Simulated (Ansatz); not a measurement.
A crystal relaxed with r2SCAN in Ansatz has space group Fm-3m (No. 225) and a = 5.987 Å.

| atom | site | x | y | z |
| --- | --- | --- | --- | --- |
| Se | 4a | 0.0000 | 0.0000 | 0.0000 |
| Xx | 8c | 0.2500 | 0.7500 | 0.7500 |

r2SCAN gives an indirect gap of 3.48 eV, from Γ to X; the least direct gap is 4.10 eV at Γ. With HSE06 the valence top lies at Γ and the conduction bottom at X, 3.82 eV higher; the smallest vertical gap, at Γ, is 4.38 eV. Meshes: r2SCAN 8×8×8, HSE06 6×6×6. r2SCAN's ε∞ is 4.0 in all directions.

Q: Which element is Xx?
A. K
B. Li
C. H
D. Rb

A: B. Xx is Li: Li2Se (antifluorite). Se has 8 Li at 2.59 Å; Li has 4 Se at 2.59 Å.

No spin polarisation and no zero-point or thermal motion.

Spin-orbit coupling is left out.

The meshes of the hybrids are coarse, so their gaps aren't converged to the digits shown.
